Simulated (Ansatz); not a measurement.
## ¹⁷⁹Hf nuclear quadrupole resonance in HfO2

Cell: a structure deposited in the COD, its atoms then relaxed with PBE in this cell.

Space group Pbca (No. 61); a = 5.0598, b = 10.0172, c = 5.2276 Å.

| site | Wyckoff | site symmetry | x | y | z |
| --- | --- | --- | --- | --- | --- |
| Hf | 8c | 1 | 0.7451 | 0.8845 | 0.9649 |
| O9 | 8c | 1 | 0.8705 | 0.7907 | 0.6240 |
| O17 | 8c | 1 | 0.5029 | 0.9764 | 0.2617 |

One atom of each set is listed.

Method: Kohn–Sham DFT in Ansatz, PBE, plane waves and PAW (field gradients read without the response of the frozen cores, which leaves them typically 4 to 6 % off), scalar-relativistic, 420 eV cutoff, Γ-centred 4×2×4 k-points, Fermi–Dirac smearing 0.02 eV.

¹⁷⁹Hf: I = 9/2, Q = 3793 mb (year-2017 value). Static lattice, zero field.

(1) The simulated lines lie at 57.8, 79.1, 123.4, 137.0, 165.6 MHz. What are |C_Q|, η and |V_zz| at Hf?

Results:

(1) For I = 9/2 and η = 0 the lines are |C_Q|/24 times 1, 2, 3 and 4; η shifts the lowest up most. At large η the states mix, and weaker lines appear at sums of the main ones; lines under 5 % of the strongest are left out. Here |C_Q| = 998 MHz, η = 0.23 and |V_zz| = 10.88 × 10²¹ V/m². The calculation gives V_zz positive; the lines don't show the sign. The site has 7 O at 2.04–2.22 Å.

At this cell the PBE pressure is 6 GPa, so with PBE the cell would grow if it were relaxed. Without spin–orbit coupling the gradients at and beside Hf can be off by some per cent, at some sites by more.
